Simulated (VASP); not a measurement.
A run of VASP 6.6.1:

File POSCAR:

```
PbSe
1.0
    0.0000000000      3.0621500000      3.0621500000
    3.0621500000      0.0000000000      3.0621500000
    3.0621500000      3.0621500000      0.0000000000
Pb Se
1 1
Direct
    0.0000000000      0.0000000000      0.0000000000
    0.5000000000      0.5000000000      0.5000000000
```

File INCAR.step1:

```
ALGO = Normal
EDIFF = 1E-5
ENCUT = 520
GGA = PE
ISIF = 2
ISMEAR = 0
LASPH = True
LCHARG = False
LREAL = False
LWAVE = True
NELM = 60
PREC = Accurate
SIGMA = 0.02
```

The input INCAR.step2:

```
ALGO = Normal
EDIFF = 1E-6
ENCUT = 520
ISIF = 2
ISMEAR = 0
ISTART = 1
LASPH = True
LCHARG = False
LREAL = False
LWAVE = False
METAGGA = MBJ
NELM = 60
PREC = Accurate
SIGMA = 0.02
```

KPOINTS

```
k-points
0
Gamma
  8 8 8
```

Potentials or basis: VASP PAW PBE potentials, release 64 (Pb_d, Se).

The run is started by

```bash
$ cat potpaw_PBE.64/Pb_d/POTCAR potpaw_PBE.64/Se/POTCAR > POTCAR
$ cp INCAR.step1 INCAR
$ mpirun -np 1 vasp_std > vasp.out
$ cp INCAR.step2 INCAR
$ mpirun -np 1 vasp_std > vasp.out
```

Hardware: 1 thread of Intel(R) Xeon(R) Platinum 8488C (Sapphire Rapids), on a shared host.

Question: How long does it take, and how much memory?

Answer: Run time: 42 s on 1 thread of Intel(R) Xeon(R) Platinum 8488C (Sapphire Rapids) (shared host), peak memory 0.19 GiB. Counts: scf iterations 26, k points 29.
